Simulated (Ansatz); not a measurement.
Crystal: MoSe2.

```xyz
6
Lattice="3.2880 0.0000 0.0000 -1.6440 2.8475 0.0000 0.0000 0.0000 12.9000" Properties=species:S:1:pos:R:3 pbc="T T T"
Mo    1.6440    0.9492    9.6750
Mo    0.0000    1.8983    3.2250
Se    1.6440    0.9492    4.8375
Se    0.0000    1.8983   11.2875
Se    1.6440    0.9492    1.6125
Se    0.0000    1.8983    8.0625
```

Base run:

```yaml
Program: Ansatz 0.2.0
Functional: PBE
Potentials_or_basis: Ansatz PAW
Cutoff: "420 eV (not typed: the program's choice for these potentials)"
k_mesh: 7 × 7 × 2
Occupations: fermi-dirac, width 0.05 eV
Spin: no spin polarisation
```

Its results: band gap on the k mesh 1.03 eV, indirect (least direct gap 1.76 eV); pressure 8.0 GPa; largest force 1.102 eV/Å.

Problem. The run is repeated on the same cell with these changes: functional from PBE to HF; k mesh from 7 × 7 × 2 to 5 × 5 × 2. What comes out?

Solution. Band gap on the k mesh 6.16 eV, indirect (least direct gap 6.48 eV); pressure 8.0 GPa; largest force 0.262 eV/Å.

Several settings changed at once, so the effect can't be laid on one alone.

Caveats: some runs use coarse meshes; odd divisions of the mesh miss points on the zone boundary, where band edges often lie, so the gap on the mesh can be too wide; the cell's inner coordinates are idealised or old, which leaves forces on the atoms; this functional lacks dispersion, which binds the layers, so the pressure and a relaxed spacing across them are unreliable (some runs); the PAW data sets come from PBE, with cores solved anew for the run's functional, which leaves a small shift of forces and pressure (some runs); the thresholds are loose for stress (some runs).

A k mesh can miss the band edges.
